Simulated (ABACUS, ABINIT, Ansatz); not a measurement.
## CuI: equilibrium volume by level of theory

**What was measured.** The equilibrium volume of CuI (Marshite) (F-43m) is reported as 27.72 Å³/atom (arxiv:2305.18931). The runs below try to reproduce it.

```xyz
2
Lattice="0.0000 3.0315 3.0315 3.0315 0.0000 3.0315 3.0315 3.0315 0.0000" Properties=species:S:1:pos:R:3 pbc="T T T"
I     0.0000    0.0000    0.0000
Cu    4.5473    4.5473    4.5473
```

| rung | level | program and potentials | cutoff (eV) | k mesh | smearing | task | core time | chip | equilibrium volume (Å³/atom) | miss | notes |
| --- | --- | --- | --- | --- | --- | --- | --- | --- | --- | --- | --- |
| GGA | PBE | Ansatz, Ansatz PAW (earlier soft set) | 420 | 8 × 8 × 8 | fermi-dirac 0.05 | equation of state | 19 s | Intel Xeon | 28.06 | +1.2 % | - |
| GGA + dispersion | PBEsol+D4 | Ansatz, all-electron LAPW, scalar-relativistic | - | 8 × 8 × 8 | fermi-dirac 0.05 | relaxation of cell and atoms | 47 s | Arm Neoverse V1 | 25.56 | -7.8 % | - |
| GGA + dispersion | RPBE+D4 | Ansatz, all-electron LAPW, scalar-relativistic | - | 8 × 8 × 8 | fermi-dirac 0.05 | relaxation of cell and atoms | 53 s | Arm Neoverse V1 | 26.35 | -4.9 % | - |
| GGA + dispersion | revPBE+D3(BJ) | Ansatz, all-electron LAPW, scalar-relativistic | - | 8 × 8 × 8 | fermi-dirac 0.05 | relaxation of cell and atoms | 75 s | Intel Xeon Skylake/Cascade Lake | 26.15 | -5.7 % | - |
| GGA + dispersion | revPBE+D4 | Ansatz, all-electron LAPW, scalar-relativistic | - | 8 × 8 × 8 | fermi-dirac 0.05 | relaxation of cell and atoms | 80 s | Intel Xeon Skylake/Cascade Lake | 26.41 | -4.7 % | - |
| LDA | LDA | ABACUS, GBRV ultrasoft 1.5 LDA, plane waves | 544 | 6 × 6 × 6 | fermi-dirac 0.05 | relaxation of cell and atoms | 4.9 min | Intel Xeon Platinum 8375C Ice Lake | 25.18 | -9.2 % | - |
| GGA | PBEsol | ABACUS, PseudoDojo NC SR 0.4 PBEsol stringent, plane waves | 1429 | 6 × 6 × 6 | fermi-dirac 0.05 | equation of state | 5.1 min | AMD EPYC 7R43 Zen 3 | 26.34 | -5.0 % | fit through 4 volumes |
| GGA | PBE | ABINIT, Ansatz NC PBE | 1252 | 6 × 6 × 6 | fermi-dirac 0.05 | relaxation of cell and atoms | 6.9 min | Intel Xeon Platinum 8488C Sapphire Rapids | 28.09 | +1.3 % | - |
| GGA | PBEsol | ABACUS, PseudoDojo NC SR 0.4.1 PBEsol standard, plane waves | 1252 | 8 × 8 × 8 | fermi-dirac 0.05 | equation of state | 10 min | Intel Xeon Platinum 8259CL Skylake/Cascade Lake | 26.34 | -5.0 % | - |

Times are single runs on shared hosts and different chips, so they are rough; meshes, cutoffs and the tasks' sizes weigh on the time. All rows: no spin polarisation. Smearing widths are in eV. Meshes differ between rows, which moves values too. Meshes are those of the run's cell of 2 atoms unless a note names another. Relaxations start from the cell shown or near it and stop with a little pressure left. The cell shown, of 27.86 Å³ an atom, is the runs' start and not the measured value. Misses use the values as printed. Runs on faulty files, with rough fits or with known faults for this quantity aren't shown. No row holds spin-orbit coupling.

By rung: LDA 25.18; GGA 26.34 to 28.09; GGA + dispersion 25.56 to 26.41 (Å³/atom). Measured: 27.72 Å³/atom (arxiv:2305.18931). Closest is PBE with Ansatz, Ansatz PAW (earlier soft set) (+1.2 %). The runs are for a static lattice, while measurements hold temperature and zero-point motion.
